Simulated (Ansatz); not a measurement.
## Au under changes of volume

One of the cells (17.651 Å³/atom); the others are scaled copies at fixed shape and fractional positions:

```xyz
2
Lattice="1.4113 -2.5559 0.0000 1.4113 2.5559 0.0000 0.0000 0.0000 4.8932" Properties=species:S:1:pos:R:3 pbc="T T T"
Au    1.4113    0.8451    1.2233
Au    1.4113   -0.8451    3.6699
```

This isn't the form of Au at room conditions, which is fcc.

| Item | Value |
| --- | --- |
| Program | Ansatz 0.2.0 |
| Functional | r2SCAN |
| Potentials or basis | Ansatz PAW |
| Cutoff | 500 eV (not typed: the program's choice for these potentials) |
| k mesh | 11 × 11 × 6 |
| Occupations | fermi-dirac, width 0.05 eV |
| Spin | no spin polarisation |

| volume (Å³/atom) | energy over the lowest point (meV/atom) | pressure (GPa) | largest force (eV/Å) |
| --- | --- | --- | --- |
| 16.592 | 31.80 | 10.7 | 0.040 |
| 16.945 | 12.91 | 6.5 | 0.031 |
| 17.298 | 2.68 | 2.8 | 0.021 |
| 17.651 | 0.00 | -0.4 | 0.013 |
| 18.004 | ? | ? | ? |
| 18.357 | 13.59 | -5.6 | 0.000 |
| 18.710 | 28.31 | -7.7 | 0.004 |

Question: What does the run at 18.004 Å³/atom give?

Answer: Energy over the lowest point 3.92 meV/atom; pressure -3.2 GPa; largest force 0.006 eV/Å.

Worked out: A Birch-Murnaghan fit of order 3 (a polynomial in V^(-2/3)) to the other rows has its minimum at 17.61 Å³/atom with B0 = V·E''(V) = 152 GPa and B' = 5.7 at fixed shape and positions, which overstates the stiffness. It gives 3.91 meV/atom at 18.004 Å³/atom, against the run's 3.92, and -dE/dV = -3.1 GPa, against -3.2.

Energies are extrapolated to zero smearing.

Caveats: the PAW data sets come from PBE, with cores solved anew for the run's functional, which leaves a small shift of forces and pressure.
